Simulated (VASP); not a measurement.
# BaTiO3 (Pm-3m) in VASP: a series of runs

Aim: see how the results for BaTiO3 move with the level of theory and the settings. Levels: PBE, LDA. Tasks: single point, relaxation of cell and atoms.

Program: VASP 6.6.1. These are calculated values, not measurements. Logs are shortened: lines on timing, memory, paths and dates and some standing lists are left out, and cuts for length are marked.

### Step 1. The crystal as given

It takes space group Pm-3m (No. 221, cubic). The conventional cell has a = 4.006 Å, b = 4.006 Å, c = 4.006 Å, α = 90.00°, β = 90.00°, γ = 90.00°. Ba (site symmetry m-3m) has 12 O at 2.83 Å as nearest neighbours. Ti (site symmetry m-3m) has 6 O at 2.00 Å as nearest neighbours. O (site symmetry 4/mmm) has 2 Ti at 2.00 Å as nearest neighbours.

### Step 2. Single point, PBE

INCAR reads:

```
PREC = Accurate
ENCUT = 400
EDIFF = 1E-7
ISMEAR = 0
SIGMA = 0.05
LREAL = False
LASPH = True
NELM = 100
ALGO = Normal
ISIF = 2
LWAVE = False
LCHARG = False
GGA = PE
ADDGRID = False
```

KPOINTS reads:

```
Automatic mesh
0
Gamma
  7 7 7
```

POSCAR reads:

```
BaTiO3
1.0
    4.0060000000      0.0000000000      0.0000000000
    0.0000000000      4.0060000000      0.0000000000
    0.0000000000      0.0000000000      4.0060000000
Ba Ti O
1 1 3
Direct
    0.4701120000      0.5031600000      0.5056990000
   -0.0202070000      0.0016430000     -0.0204470000
   -0.0270160000     -0.0188640000      0.5097340000
   -0.0003670000      0.4971430000     -0.0056670000
    0.4958670000     -0.0087980000      0.0064420000
```

Potentials or basis: VASP PAW PBE potentials, release 64 (Ba_sv, Ti_sv, O).

On the command line:

```
> cat potpaw_PBE.64/Ba_sv/POTCAR potpaw_PBE.64/Ti_sv/POTCAR potpaw_PBE.64/O/POTCAR > POTCAR
> mpirun -np 1 vasp_std > vasp.out
```

OUTCAR:

```text
PREC = Accurate
   ENCUT = 400
   EDIFF = 1E-7
   ISMEAR = 0
   LREAL = False
   LASPH = True
   NELM = 100
   ISIF = 2
   GGA = PE

 Found    172 irreducible k-points:

 Following reciprocal coordinates:
            Coordinates               Weight
  0.000000  0.000000  0.000000      1.000000
  0.142857  0.000000  0.000000      2.000000
  0.000000  0.142857  0.000000      2.000000
  0.000000  0.000000  0.142857      2.000000
  0.285714  0.000000  0.000000      2.000000
  0.000000  0.285714  0.000000      2.000000
   k-points           NKPTS =    172   k-points in BZ     NKDIM =    172   number of bands    NBANDS=     24
   number of dos      NEDOS =    301   number of ions     NIONS =      5
   total plane-waves  NPLWV =  21952
   dimension x,y,z NGX =    28 NGY =   28 NGZ =   28
   dimension x,y,z NGXF=    56 NGYF=   56 NGZF=   56
   ions per type =               1   1   3
   NGX,Y,Z   is equivalent  to a cutoff of  11.62, 11.62, 11.62 a.u.
   NGXF,Y,Z  is equivalent  to a cutoff of  23.24, 23.24, 23.24 a.u.
 SYSTEM =  unknown system
   PREC   = accura    normal or accurate (medium, high low for compatibility)
   ISTART =      0    job   : 0-new  1-cont  2-samecut
   ICHARG =      2    charge: 1-file 2-atom 10-const
   ISPIN  =      1    spin polarized calculation?
   LNONCOLLINEAR =      F non collinear calculations
   LSORBIT =      F    spin-orbit coupling
   LASPH  =      T    aspherical Exc in radial PAW
   ENCUT  =  400.0 eV  29.40 Ry    5.42 a.u.   6.53  6.53  6.53*2*pi/ulx,y,z
   NELM   =    100;   NELMIN=  2; NELMDL= -5     # of ELM steps
   EDIFF  = 0.1E-06   stopping-criterion for ELM
   LREAL  =      F    real-space projection
   EDIFFG = 0.1E-05   stopping-criterion for IOM
   NSW    =      0    number of steps for IOM
   IBRION =     -1    ionic relax: 0-MD 1-quasi-New 2-CG
   NFREE  =      0    steps in history (QN), initial steepest desc. (CG)
   ISIF   =      2    stress and relaxation
   ISYM   =      2    0-nonsym 1-usesym 2-fastsym
   POTIM  = 0.5000    time-step for ionic-motion
   TEBEG  =    0.0;   TEEND  =   0.0 temperature during run
   PSTRESS=    0.0 pullay stress
   NELECT =      40.0000    total number of electrons
   NUPDOWN=      -1.0000    fix difference up-down
   EMIN   =  10.00;   EMAX   =-10.00  energy-range for DOS
   EFERMI =   0.00;   METHOD = LEGACY
   ISMEAR =     0;   SIGMA  =   0.05  broadening in eV -4-tet -1-fermi 0-gaus
   EFERMI_NEDOS =   21; number of points for ismear=-14 and -15
   IALGO  =     38    algorithm
   IMIX   =      4    mixing-type and parameters
     AMIX     =   0.40;   BMIX     =  1.00
     AMIX_MAG =   1.60;   BMIX_MAG =  1.00
  volume/ion in A,a.u.               =      12.86        86.77
  Fermi-wavevector in a.u.,A,eV,Ry     =   1.397603  2.641087 26.576187  1.953295
  Thomas-Fermi vector in A             =   2.520843
   LORBIT       =      0    0 simple, 1 ext, 2 COOP (PROOUT), +10 PAW based schemes
   GGA     = PE    functional components
   LHFCALC =     F    Hartree Fock is set to
   AEXX    =    0.0000 exact exchange contribution
   IVDW    =     0    specifies the selected vdW correction
   LEPSILON=     F    determine dielectric tensor
   LRPA    =     F    only Hartree local field effects (RPA)
 non-spin polarized calculation
 Gauss-broadening in eV      SIGMA  =   0.05
  energy-cutoff  :      400.00
  volume of cell :       64.29
 maximum number of plane-waves:      1189
 NGX is ok and might be reduce to    28
   NGX = 13   NGY = 13   NGZ = 13

 number of electron      39.9999995 magnetization

 Free energy of the ion-electron system (eV)
  ---------------------------------------------------
  ext. energy  EPLUGINS =         0.00000000
  ---------------------------------------------------
  free energy    TOTEN  =       -39.97616327 eV

  energy without entropy =      -39.97616327  energy(sigma->0) =      -39.97616327

 E-fermi :   4.0280     XC(G=0): -11.2353

 val. band max:        3.7341912159   @ k =  -0.4286  -0.4286   0.4286
 cond. band min:       5.7211243782   @ k =   0.0000   0.0000   0.0000
 fundamental gap:      1.9869331624
 Fermi energy:         4.0280320017

 k-point     1 :       0.0000    0.0000    0.0000
  band No.  band energies     occupation
      1     -52.7320      2.00000
      2     -28.9882      2.00000
      3     -28.9605      2.00000
      4     -28.9527      2.00000
      5     -21.0130      2.00000
      6     -13.0829      2.00000
      7     -12.4419      2.00000
      8     -12.3780      2.00000
      9      -6.1914      2.00000
     10      -6.1839      2.00000
     11      -6.1818      2.00000
     12       1.4809      2.00000
     13       1.5032      2.00000
     14       1.5062      2.00000
     15       2.5643      2.00000
     16       2.5882      2.00000
     17       2.6950      2.00000
     18       3.4771      2.00000
     19       3.4887      2.00000
     20       3.5284      2.00000
     21       5.7211      0.00000
     22       5.8511      0.00000
     23       5.8846      0.00000
     24       7.8403      0.00000

 k-point     2 :       0.1429    0.0000    0.0000
  band No.  band energies     occupation
      1     -52.7316      2.00000
      2     -28.9879      2.00000
      3     -28.9703      2.00000
      4     -28.9523      2.00000
      5     -20.9911      2.00000
      6     -13.1024      2.00000
      7     -12.4316      2.00000
      8     -12.3574      2.00000
      9      -6.1664      2.00000
     10      -6.1542      2.00000
     11      -6.0989      2.00000
     12       1.1689      2.00000
     13       1.4353      2.00000
     14       1.4439      2.00000
     15       2.3353      2.00000
     16       2.3930      2.00000
     17       2.5463      2.00000
     18       3.0657      2.00000
     19       3.3636      2.00000
     20       3.4552      2.00000
     21       5.8288      0.00000
     22       6.1090      0.00000
     23       6.1490      0.00000
     24       7.8986      0.00000

 k-point     3 :       0.0000    0.1429    0.0000
  band No.  band energies     occupation
      1     -52.7316      2.00000
      2     -28.9878      2.00000
      3     -28.9626      2.00000
      4     -28.9600      2.00000
      5     -20.9912      2.00000
      6     -13.1022      2.00000
      7     -12.4267      2.00000
      8     -12.3611      2.00000
      9      -6.1588      2.00000
     10      -6.1521      2.00000
     11      -6.1096      2.00000
     12       1.1835      2.00000
     13       1.4256      2.00000
     14       1.4450      2.00000
     15       2.2769      2.00000
     16       2.4152      2.00000
     17       2.5851      2.00000
     18       3.0366      2.00000
     19       3.3625      2.00000
     20       3.4628      2.00000
     21       5.8693      0.00000
     22       6.0671      0.00000
     23       6.1529      0.00000
     24       7.9270      0.00000

 k-point     4 :       0.0000    0.0000    0.1429
  band No.  band energies     occupation
      1     -52.7317      2.00000
      2     -28.9981      2.00000
      3     -28.9601      2.00000
      4     -28.9523      2.00000
      5     -20.9911      2.00000
      6     -13.0849      2.00000
      7     -12.4398      2.00000
      8     -12.3675      2.00000
      9      -6.1636      2.00000
     10      -6.1579      2.00000
     11      -6.0982      2.00000
     12       1.1450      2.00000
     13       1.4421      2.00000
     14       1.4525      2.00000
     15       2.3048      2.00000
     16       2.3895      2.00000
     17       2.5859      2.00000
     18       3.0987      2.00000
     19       3.3863      2.00000
     20       3.4033      2.00000
     21       5.7676      0.00000
     22       6.1408      0.00000
     23       6.2050      0.00000
     24       7.8422      0.00000

 k-point     5 :       0.2857    0.0000    0.0000
  band No.  band energies     occupation
      1     -52.7312      2.00000
      2     -28.9926      2.00000
      3     -28.9866      2.00000
      4     -28.9515      2.00000
      5     -20.9411      2.00000
      6     -13.1998      2.00000
      7     -12.4060      2.00000
      8     -12.2505      2.00000
      9      -6.0965      2.00000
     10      -6.0850      2.00000
     11      -5.9271      2.00000
     12       0.4656      2.00000
     13       1.2343      2.00000
     14       1.2637      2.00000
     15       1.9390      2.00000
     16       2.1113      2.00000
     17       2.2600      2.00000
     18       2.4251      2.00000
     19       3.1405      2.00000
     20       3.1962      2.00000
     21       5.9013      0.00000
     22       6.7605      0.00000
     23       6.8214      0.00000
     24       7.8995      0.00000

 k-point     6 :       0.0000    0.2857    0.0000
  band No.  band energies     occupation
      1     -52.7312      2.00000
      2     -28.9871      2.00000
      3     -28.9845      2.00000
      4     -28.9593      2.00000
      5     -20.9416      2.00000
      6     -13.1977      2.00000
      7     -12.4021      2.00000
      8     -12.2520      2.00000
      9      -6.0870      2.00000
     10      -6.0824      2.00000
     11      -5.9426      2.00000
     12       0.4780      2.00000
     13       1.2427      2.00000
     14       1.2535      2.00000
     15       1.8481      2.00000
     16       2.1200      2.00000
     17       2.3241      2.00000
     18       2.4316      2.00000
     19       3.0888      2.00000
     20       3.2149      2.00000
     21       5.9327      0.00000
     22       6.7455      0.00000
     23       6.8082      0.00000
     24       7.9251      0.00000

 [... further k-points ...]
[... 5 lines left out ...]
  --------------------------------------------------------------------------------------
  -------------------------------------------------------------------------------------
  Total       -0.0790322     -0.3352973      0.5360243     -0.0874469     -0.1116339     -0.1470007
  in kB       -1.9696164     -8.3561810     13.3586392     -2.1793261     -2.7821064     -3.6635083
  external PRESSURE =       1.0109473 kB  Pullay stress =       0.0000000 kB

 VOLUME and BASIS-vectors are now :
 -----------------------------------------------------------------------------
  energy-cutoff  :      400.00
  volume of cell :       64.29
      direct lattice vectors                 reciprocal lattice vectors
     4.006000000  0.000000000  0.000000000     0.249625562  0.000000000  0.000000000
     0.000000000  4.006000000  0.000000000     0.000000000  0.249625562  0.000000000
     0.000000000  0.000000000  4.006000000     0.000000000  0.000000000  0.249625562

 POSITION                                       TOTAL-FORCE (eV/Angst)
 -----------------------------------------------------------------------------------
      1.88327      2.01566      2.02583         0.391211     -0.185761     -0.390508
      3.92505      0.00658      3.92409        -0.386075      0.024486      0.088801
      3.89777      3.93043      2.04199         0.356114      0.407366      0.057552
      4.00453      1.99155      3.98330        -0.183395     -0.453325      0.246616
      1.98644      3.97076      0.02581        -0.177855      0.207235     -0.002460
 -----------------------------------------------------------------------------------
    total drift:                               -0.000041      0.000288      0.000493

  FREE ENERGIE OF THE ION-ELECTRON SYSTEM (eV)
  ---------------------------------------------------
  free  energy   TOTEN  =       -39.9761632716 eV

  energy  without entropy=      -39.9761632716  energy(sigma->0) =      -39.97616327
```

Run time: 90 s. Hardware: 1 thread of Intel Xeon Platinum 8559C (Emerald Rapids), shared host; peak memory 0.3 GiB.

These settings aren't checked as converged: the numbers below hold their error.

Results:

| Item | Value |
| --- | --- |
| Free energy | -39.9762 eV |
| Largest force | 0.583 eV/Å |
| Band gap on the k mesh | 1.99 eV, indirect (least direct gap 2.19 eV) |

Caveat: the cutoff is under 1.25 times the usual one of these potentials, so pressure, stress and relaxed cells hold a basis-set (Pulay) error; spin-orbit coupling is left out, which moves the levels of the heavy elements; an odd mesh through Γ misses points on the zone boundary, where band edges often lie.

### Step 3. Single point, PBE

Changes to INCAR since step 2:

```diff
@@ -1,5 +1,5 @@
 PREC = Accurate
-ENCUT = 400
+ENCUT = 460
 EDIFF = 1E-7
-ISMEAR = 0
+ISMEAR = -5
 SIGMA = 0.05
```

KPOINTS is that of step 2.

POSCAR is that of step 2.

Potentials or basis: VASP PAW PBE potentials, release 64 (Ba_sv, Ti_sv, O).

On the command line:

```
> cat potpaw_PBE.64/Ba_sv/POTCAR potpaw_PBE.64/Ti_sv/POTCAR potpaw_PBE.64/O/POTCAR > POTCAR
> mpirun -np 1 vasp_std > vasp.out
```

OUTCAR:

```text
PREC = Accurate
   ENCUT = 460
   EDIFF = 1E-7
   ISMEAR = -5
   LREAL = False
   LASPH = True
   NELM = 100
   ISIF = 2
   GGA = PE

 Found    172 irreducible k-points:

 Following reciprocal coordinates:
            Coordinates               Weight
  0.000000  0.000000  0.000000      1.000000
  0.142857  0.000000  0.000000      2.000000
  0.000000  0.142857  0.000000      2.000000
  0.000000  0.000000  0.142857      2.000000
  0.285714  0.000000  0.000000      2.000000
  0.000000  0.285714  0.000000      2.000000
   k-points           NKPTS =    172   k-points in BZ     NKDIM =    172   number of bands    NBANDS=     24
   number of dos      NEDOS =    301   number of ions     NIONS =      5
   total plane-waves  NPLWV =  21952
   dimension x,y,z NGX =    28 NGY =   28 NGZ =   28
   dimension x,y,z NGXF=    56 NGYF=   56 NGZF=   56
   ions per type =               1   1   3
   NGX,Y,Z   is equivalent  to a cutoff of  11.62, 11.62, 11.62 a.u.
   NGXF,Y,Z  is equivalent  to a cutoff of  23.24, 23.24, 23.24 a.u.
 SYSTEM =  unknown system
   PREC   = accura    normal or accurate (medium, high low for compatibility)
   ISTART =      0    job   : 0-new  1-cont  2-samecut
   ICHARG =      2    charge: 1-file 2-atom 10-const
   ISPIN  =      1    spin polarized calculation?
[... 51 lines left out ...]

  energy without entropy =      -39.93436503  energy(sigma->0) =      -39.93436503

 E-fermi :   3.7953     XC(G=0): -11.2368

 val. band max:        3.7404899609   @ k =  -0.4286  -0.4286   0.4286
 cond. band min:       5.7247362500   @ k =   0.0000   0.0000   0.0000
 fundamental gap:      1.9842462891
 Fermi energy:         3.7953168804

 k-point     1 :       0.0000    0.0000    0.0000
  band No.  band energies     occupation
      1     -52.7323      2.00000
      2     -28.9812      2.00000
      3     -28.9531      2.00000
      4     -28.9452      2.00000
      5     -21.0137      2.00000
      6     -13.0787      2.00000
[... 151 lines left out ...]
     23       6.8127      0.00000
     24       7.9319      0.00000

 [... further k-points ...]
[... 5 lines left out ...]
  --------------------------------------------------------------------------------------
  -------------------------------------------------------------------------------------
  Total        1.5050674      1.2569505      2.1027629     -0.0870903     -0.1138101     -0.1479760
  in kB       37.5088457     31.3253501     52.4044367     -2.1704385     -2.8363407     -3.6878152
  external PRESSURE =      40.4128775 kB  Pullay stress =       0.0000000 kB

 VOLUME and BASIS-vectors are now :
 -----------------------------------------------------------------------------
  energy-cutoff  :      460.00
  volume of cell :       64.29
      direct lattice vectors                 reciprocal lattice vectors
     4.006000000  0.000000000  0.000000000     0.249625562  0.000000000  0.000000000
     0.000000000  4.006000000  0.000000000     0.000000000  0.249625562  0.000000000
     0.000000000  0.000000000  4.006000000     0.000000000  0.000000000  0.249625562

 POSITION                                       TOTAL-FORCE (eV/Angst)
 -----------------------------------------------------------------------------------
      1.88327      2.01566      2.02583         0.391770     -0.186602     -0.390710
      3.92505      0.00658      3.92409        -0.375705      0.022702      0.102755
      3.89777      3.93043      2.04199         0.350224      0.403268      0.045882
      4.00453      1.99155      3.98330        -0.181912     -0.444996      0.243873
      1.98644      3.97076      0.02581        -0.184377      0.205628     -0.001800
 -----------------------------------------------------------------------------------
    total drift:                                0.000080      0.000238      0.000478

  FREE ENERGIE OF THE ION-ELECTRON SYSTEM (eV)
  ---------------------------------------------------
  free  energy   TOTEN  =       -39.9343650266 eV

  energy  without entropy=      -39.9343650266  energy(sigma->0) =      -39.93436503
```

Wall time 1.8 min (1 thread of Intel Xeon Platinum 8559C (Emerald Rapids), shared host); peak memory 0.33 GiB.

The run converged, but some of its settings lie outside the range that counts as converged, so its numbers aren't taken as properties of the crystal.

What came out:

- Free energy: -39.9344 eV
- Pressure: 4.0 GPa
- Largest force: 0.584 eV/Å
- Band gap on the k mesh: 1.98 eV, indirect (least direct gap 2.19 eV)

Caveat: the cutoff is under 1.25 times the usual one of these potentials, so pressure, stress and relaxed cells hold a basis-set (Pulay) error; spin-orbit coupling is left out, which moves the levels of the heavy elements; an odd mesh through Γ misses points on the zone boundary, where band edges often lie.

[end of part 1 of 2]
